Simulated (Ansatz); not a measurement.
Crystal: CdS (Greenockite).

```
Cd S
1.0
     4.15000    0.00000    0.00000
    -2.07500    3.59401    0.00000
     0.00000    0.00000    6.73700
Cd S
2 2
Direct
  0.66667 0.33333 0.50000
  0.33333 0.66667 0.00000
  0.66667 0.33333 0.87500
  0.33333 0.66667 0.37500
```

```yaml
Program: Ansatz 0.2.0
Task: single point
Functional: PBE
Potentials_or_basis: all-electron LAPW, scalar-relativistic
Cutoff: 246 eV (chosen from the basis error)
Basis_error_allowed: 0.001 eV/atom
k_mesh: 7 × 7 × 4
Occupations: fermi-dirac, width 0.05 eV
Spin: no spin polarisation
```

On this cell: pressure 2.1 GPa; largest force 0.068 eV/Å; band gap on the k mesh 1.20 eV, direct.

The same run follows on a disturbed copy (atoms moved at random, drawn with an rms of 0.05 Å):

```
Cd S
1.0
     4.15000    0.00000    0.00000
    -2.07500    3.59401    0.00000
     0.00000    0.00000    6.73700
Cd S
2 2
Cartesian
  2.0126 1.2034 3.3565
  0.0018 2.3858 0.0161
  2.0597 1.1951 5.8799
  0.0172 2.4097 2.5271
```

Q: What does the disturbed cell give?

A: The energy moves by +5.0 meV/atom; pressure 2.2 GPa; largest force 0.408 eV/Å; band gap on the k mesh 1.19 eV, direct.

Forces on the atoms (eV/Å):
```
Cd   0.384 -0.007  0.013
Cd  -0.075  0.034 -0.212
S    0.096 -0.029  0.152
S   -0.406  0.001  0.046
```

Stress tensor (GPa, compression positive):
```
 1.90 -0.89  0.39
-0.89  1.90  0.03
 0.39  0.03  2.80
```

